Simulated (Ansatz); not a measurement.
Runs of Ansatz 0.2.0 on Si2Ni. The structure is cubic, space group Fm-3m (No. 225). Conventional cell: a = 5.406 Å, b = 5.406 Å, c = 5.406 Å, α = 90.00°, β = 90.00°, γ = 90.00°. Around Ni (site symmetry m-3m) lie 8 Si at 2.34 Å. Si (site symmetry -43m) has 4 Ni at 2.34 Å as nearest neighbours. 

| task | level | U | cell | k mesh | cutoff (eV) | hubbard projectors | double counting | points for each segment of the path | mesh quality | gap on the mesh (eV) | pressure (GPa) | moment (μB) | relaxed volume (Å³/atom) |
| --- | --- | --- | --- | --- | --- | --- | --- | --- | --- | --- | --- | --- | --- |
| relaxation of cell and atoms | PBE+U | Ni d U = 4 eV | relaxed | 9 × 9 × 9 | 420 | ortho-atomic (the default) | fll (the default) | - | not flagged | none | 0.0 | 0.00 | 13.47 |
| relaxation of cell and atoms | PBE+U | Ni d U = 3 eV | relaxed | 9 × 9 × 9 | 420 | ortho-atomic (the default) | fll (the default) | - | not flagged | none | 0.0 | 0.00 | 13.48 |
| band structure | PBE | - | as given | 5 × 5 × 5 | 420 | - | - | 14 | coarse | none | (b) | 0.00 | - |
| relaxation of cell and atoms | PBE+U | Ni d U = 5 eV | relaxed | 9 × 9 × 9 | 420 | ortho-atomic (the default) | fll (the default) | - | not flagged | none | 0.0 | 0.00 | 13.47 |
| relaxation of cell and atoms | PBE+U | Ni d U = 2 eV | relaxed | 9 × 9 × 9 | 420 | ortho-atomic (the default) | fll (the default) | - | not flagged | none | 0.0 | 0.00 | 13.48 |
| band structure | LDA | - | as given | 5 × 5 × 5 | 420 | - | - | 14 | coarse | none | -4.5 | 0.00 | - |
| band structure | RPBE | - | as given | 5 × 5 × 5 | 420 | - | - | 14 | coarse | none | (a) | 0.00 | - |
| relaxation of cell and atoms | PBE | - | relaxed | 9 × 9 × 9 | 420 | - | - | - | not flagged | none | 0.0 | 0.00 | 13.50 |
| relaxation of cell and atoms | PBE+U | Ni d U = 8 eV | relaxed | 9 × 9 × 9 | 420 | ortho-atomic (the default) | fll (the default) | - | not flagged | none | 0.0 | 0.00 | 13.47 |
| band structure | r2SCAN | - | as given | 5 × 5 × 5 | 500 | - | - | 14 | coarse | none | -1.1 | 0.00 | - |
| band structure | BLYP | - | as given | 5 × 5 × 5 | 420 | - | - | 14 | coarse | none | 10.8 | 0.00 | - |
| band structure | PBEsol | - | as given | 5 × 5 × 5 | 420 | - | - | 14 | coarse | none | -0.9 | 0.00 | - |

Alike in all rows: potentials or basis Ansatz PAW; spin collinear, ferromagnetic start; smearing fermi-dirac 0.05 eV.

Problem. Estimate the missing entries.

Solution. (a) 6.6; (b) 3.8.

Caveats: some runs use coarse meshes; the starting moments weren't kept; the magnetic or orbital state may not be the lowest (some runs); the plane-wave basis is chosen anew once the cell has moved, so the energies of steps on either side of that aren't comparable (some runs); the U is typed as a test and isn't derived for this compound (some runs); the PAW data sets come from PBE, with cores solved anew for the run's functional, which leaves a small shift of forces and pressure (some runs).

A gap of «none» marks a metal or a gap under the smearing width.
